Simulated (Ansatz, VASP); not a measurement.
## One calculation of CdTe, two programs

```
Te Cd
1.0
     0.00000    3.20500    3.20500
     3.20500    0.00000    3.20500
     3.20500    3.20500    0.00000
Te Cd
1 1
Direct
  0.75000 0.75000 0.75000
  0.00000 0.00000 0.00000
```

Alike in both runs: functional PBEsol; k mesh 5 × 5 × 5; occupations fermi-dirac, width 0.05 eV; no spin polarisation.

```csv
,VASP,Ansatz
version,VASP 6.6.1,Ansatz 0.2.0
potentials or method,"VASP PAW PBE potentials, release 64 (Te, Cd), cutoff 520 eV","all-electron LAPW, scalar-relativistic"
task,single point,band structure
```

|  | VASP | Ansatz | Ansatz less VASP |
| --- | --- | --- | --- |
| gap on the k mesh at the Fermi level (eV) | 0.76 | 0.75 | -0.003 |
| least direct gap on the mesh (eV) | 0.76 | 0.75 | -0.003 |
| pressure (GPa) | 1.9 | 1.8 | -0.17 |

Ansatz ran all-electron here, so the differences hold the error of VASP's frozen core and of both bases.

Caveats: spin-orbit coupling is left out, which moves the levels of the heavy elements; the PAW data sets were made with another functional, which shifts forces and pressure a little (VASP). PBEsol gaps usually lie below the measured ones, often by a third to a half.
